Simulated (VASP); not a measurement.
**VASP 6.6.1, PBE single-point calculation, AgCl (measured structure)**

INCAR

```
NELM = 120
GGA = PE
ISMEAR = -1
ISIF = 2
LASPH = .TRUE.
LREAL = .FALSE.
NBANDS = 16
LWAVE = .FALSE.
IBRION = -1
EDIFF = 1E-7
ENCUT = 520
NSW = 0
LCHARG = .FALSE.
SIGMA = 0.02
PREC = Accurate
```

KPOINTS

```
KPOINTS created by Atomic Simulation Environment
0
Gamma
8 8 8
0 0 0
```

KPOINTS_OPT

```
special points
8
Reciprocal
0.0000000000 0.0000000000 0.0000000000 1
0.5000000000 0.0000000000 0.5000000000 1
0.6250000000 0.2500000000 0.6250000000 1
0.3750000000 0.3750000000 0.7500000000 1
0.5000000000 0.5000000000 0.5000000000 1
0.5000000000 0.2500000000 0.7500000000 1
0.0375000000 0.0375000000 0.0750000000 1
0.0000000000 0.0000000000 0.5000000000 1
```

POSCAR

```
Ag Cl
 1.0000000000000000
     0.0000000000000000    2.7731725636721740    2.7731725636721740
     2.7731725636721740    0.0000000000000000    2.7731725636721740
     2.7731725636721740    2.7731725636721740    0.0000000000000000
 Ag  Cl
   1   1
Cartesian
 -0.0000000000000000 -0.0000000000000000 -0.0000000000000000
  2.7731725636721736  2.7731725636721736  2.7731725636721736
```

VASP ran with the recommended PBE PAW datasets (18 valence electrons in the cell).

Command

```
mpirun -np 1 vasp_std
```

From OUTCAR

```
k-points           NKPTS =     29   k-points in BZ     NKDIM =     29   number of bands    NBANDS=     16

   NELECT =      18.0000    total number of electrons

   dimension x,y,z NGX =    30 NGY =   30 NGZ =   30
   dimension x,y,z NGXF=    60 NGYF=   60 NGZF=   60

  energy-cutoff  :      520.00
  volume of cell :       42.65
      direct lattice vectors                 reciprocal lattice vectors
     0.000000000  2.773172564  2.773172564    -0.180298913  0.180298913  0.180298913
     2.773172564  0.000000000  2.773172564     0.180298913 -0.180298913  0.180298913
     2.773172564  2.773172564  0.000000000     0.180298913  0.180298913 -0.180298913

 k-points in reciprocal lattice and weights: KPOINTS created by Atomic Simulation Env
   0.00000000  0.00000000  0.00000000       0.002
   0.12500000  0.00000000  0.00000000       0.016
   0.25000000  0.00000000  0.00000000       0.016
   0.37500000  0.00000000  0.00000000       0.016
   0.50000000  0.00000000  0.00000000       0.008
   0.12500000  0.12500000  0.00000000       0.012
   0.25000000  0.12500000  0.00000000       0.047
   0.37500000  0.12500000  0.00000000       0.047
   ...

 E-fermi :   4.2871

 k-point     1 :       0.0000    0.0000    0.0000
  band No.  band energies     occupation
      1     -11.3311      2.00000
      2       1.3779      2.00000
      3       1.3779      2.00000
      4       1.3779      2.00000
      5       1.4189      2.00000
      6       1.4189      2.00000
      7       1.4947      2.00000
      8       1.4947      2.00000
      9       1.4947      2.00000
     10       4.7258      0.00000
     11      14.6719      0.00000
     12      14.6719      0.00000
     13      14.6719      0.00000
     14      16.2019      0.00000
     15      17.1337      0.00000
     16      17.1337      0.00000

 k-point     2 :       0.1250    0.0000    0.0000
  band No.  band energies     occupation
      1     -11.2713      2.00000
      2       0.6671      2.00000
      3       0.7260      2.00000
      4       0.7260      2.00000
      5       1.4323      2.00000
      6       1.4323      2.00000
      7       1.6639      2.00000
      8       2.2556      2.00000
      9       2.2556      2.00000
     10       5.4372      0.00000
     11      13.3034      0.00000
     12      14.3370      0.00000
     13      14.3370      0.00000
     14      15.8600      0.00000
     15      15.8600      0.00000
     16      16.5619      0.00000

 k-point     3 :       0.2500    0.0000    0.0000
  band No.  band energies     occupation
      1     -11.1206      2.00000
      2      -0.3608      2.00000
      3       0.1524      2.00000
      4       0.1524      2.00000
      5       1.5579      2.00000
      6       1.5579      2.00000
      7       1.8151      2.00000
      8       3.0163      2.00000
      9       3.0163      2.00000
     10       6.7536      0.00000
     11      11.6360      0.00000
     12      13.0180      0.00000
     13      13.0180      0.00000
     14      16.0982      0.00000
     15      16.0982      0.00000
     16      16.4251      0.00000

 k-point     4 :       0.3750    0.0000    0.0000
  band No.  band energies     occupation
      1     -10.9605      2.00000
      2      -1.1366      2.00000
      3      -0.2129      2.00000
      4      -0.2129      2.00000
      5       1.6886      2.00000
      6       1.6886      2.00000
      7       1.9791      2.00000
      8       3.5938      2.00000
      9       3.5938      2.00000
     10       7.7744      0.00000
     11      10.5934      0.00000
     12      11.9061      0.00000
     13      11.9061      0.00000
     14      16.7567      0.00000
     15      16.9604      0.00000
     16      16.9604      0.00000

 k-point     5 :       0.5000    0.0000    0.0000
  band No.  band energies     occupation
      1     -10.8910      2.00000
      2      -1.4215      2.00000
      3      -0.3381      2.00000
      4      -0.3381      2.00000
      5       1.7443      2.00000
      6       1.7443      2.00000
      7       2.0571      2.00000
      8       3.8169      2.00000
      9       3.8169      2.00000
     10       8.0612      0.00000
     11      10.3508      0.00000
     12      11.4906      0.00000
     13      11.4906      0.00000
     14      17.3993      0.00000
     15      17.5443      0.00000
     16      17.5443      0.00000

 k-point     6 :       0.1250    0.1250    0.0000
  band No.  band energies     occupation
      1     -11.2535      2.00000
      2       0.1823      2.00000
      3       1.0128      2.00000
      4       1.0128      2.00000
      5       1.3296      2.00000
      6       1.4461      2.00000
      7       1.8612      2.00000
      8       1.8612      2.00000
      9       2.2742      2.00000
     10       5.7211      0.00000
     11      13.6327      0.00000
     12      13.7531      0.00000
     13      14.1819      0.00000
     14      14.1819      0.00000
     15      17.7798      0.00000
     16      17.8604      0.00000

 k-point     7 :       0.2500    0.1250    0.0000
  band No.  band energies     occupation
      1     -11.1387      2.00000
      2      -0.3876      2.00000
      3       0.4576      2.00000
      4       0.5300      2.00000
      5       1.3971      2.00000
      6       1.5772      2.00000
      7       1.8806      2.00000
      8       2.3418      2.00000
      9       2.8534      2.00000
     10       6.8006      0.00000
     11      11.8527      0.00000
     12      12.6715      0.00000
     13      13.6207      0.00000
     14      14.7353      0.00000
     15      17.2750      0.00000
     16      17.8386      0.00000

 k-point     8 :       0.3750    0.1250    0.0000
  band No.  band energies     occupation
      1     -10.9872      2.00000
      2      -0.9104      2.00000
      3      -0.1196      2.00000
      4       0.0406      2.00000
      5       1.5428      2.00000
      6       1.7130      2.00000
      7       1.9606      2.00000
      8       2.9832      2.00000
      9       3.3748      2.00000
     10       7.8638      0.00000
     11      10.3908      0.00000
     12      12.0253      0.00000
     13      12.6798      0.00000
     14      15.6529      0.00000
     15      17.6304      0.00000
     16      17.7727      0.00000

 k-point     9 :       0.5000    0.1250    0.0000
  band No.  band energies     occupation
      1     -10.8889      2.00000
      2      -1.2444      2.00000
      3      -0.3252      2.00000
      4      -0.2475      2.00000
      5       1.6838      2.00000
      6       1.7588      2.00000
      7       2.0273      2.00000
      8       3.4627      2.00000
      9       3.5298      2.00000
     10       8.5272      0.00000
     11       9.6162      0.00000
     12      11.8713      0.00000
     13      11.9584      0.00000
     14      16.7139      0.00000
     15      17.7013      0.00000
     16      18.4671      0.00000

 k-point    10 :      -0.3750    0.1250    0.0000
  band No.  band energies     occupation
      1     -10.9092      2.00000
      2      -1.1904      2.00000
      3      -0.3030      2.00000
      4      -0.1913      2.00000
      5       1.6955      2.00000
      6       1.7250      2.00000
      7       2.0147      2.00000
      8       3.1300      2.00000
      9       3.7798      2.00000
     10       8.4828      0.00000
     11       9.8189      0.00000
     12      11.8382      0.00000
     13      11.8620      0.00000
     14      16.6654      0.00000
     15      17.5778      0.00000
     16      18.0922      0.00000

 k-point    11 :      -0.2500    0.1250    0.0000
  band No.  band energies     occupation
      1     -11.0342      2.00000
      2      -0.7459      2.00000
      3      -0.1310      2.00000
      4       0.2274      2.00000
      5       1.5697      2.00000
      6       1.6575      2.00000
      7       1.9456      2.00000
      8       2.5674      2.00000
      9       3.5825      2.00000
     10       7.5923      0.00000
     11      10.9693      0.00000
     12      12.1127      0.00000
     13      12.4758      0.00000
     14      15.5825      0.00000
     15      17.5479      0.00000
     16      17.6466      0.00000

 k-point    12 :      -0.1250    0.1250    0.0000
  band No.  band energies     occupation
      1     -11.1832      2.00000
      2      -0.0581      2.00000
      3       0.2366      2.00000
      4       0.7288      2.00000
      5       1.4602      2.00000
      6       1.5532      2.00000
      7       1.9715      2.00000
      8       1.9738      2.00000
      9       3.0000      2.00000
     10       6.3408      0.00000
     11      12.6593      0.00000
     12      12.7258      0.00000
     13      13.7427      0.00000
     14      14.9415      0.00000
     15      16.7533      0.00000
     16      17.5726      0.00000

 ...

  Total        0.3910097      0.3910097      0.3910097      0.0000000      0.0000000      0.0000000
  in kB       14.6871458     14.6871458     14.6871458      0.0000000      0.0000000      0.0000000
  external PRESSURE =      14.6871458 kB  Pullay stress =       0.0000000 kB

 POSITION                                       TOTAL-FORCE (eV/Angst)
 -----------------------------------------------------------------------------------
      0.00000      0.00000      0.00000         0.000000      0.000000      0.000000
      2.77317      2.77317      2.77317         0.000000     -0.000000     -0.000000
 -----------------------------------------------------------------------------------
    total drift:                               -0.000000      0.000000      0.000000

  FREE ENERGIE OF THE ION-ELECTRON SYSTEM (eV)
  ---------------------------------------------------
  free  energy   TOTEN  =        -5.3944379484 eV

  energy  without entropy=       -5.3944379484  energy(sigma->0) =       -5.39443795
```

| Quantity | Value |
| --- | --- |
| gap between bands v and c | 0.91 eV |
| least direct gap | 3.00 eV |
| pressure | 1.5 GPa |

Band v is the last that the valence electrons fill when counted band by band, and c is the next.

The run took about 21 s on one core of a shared host (Intel Xeon Platinum 8488C) and held 0.18 GiB at most.
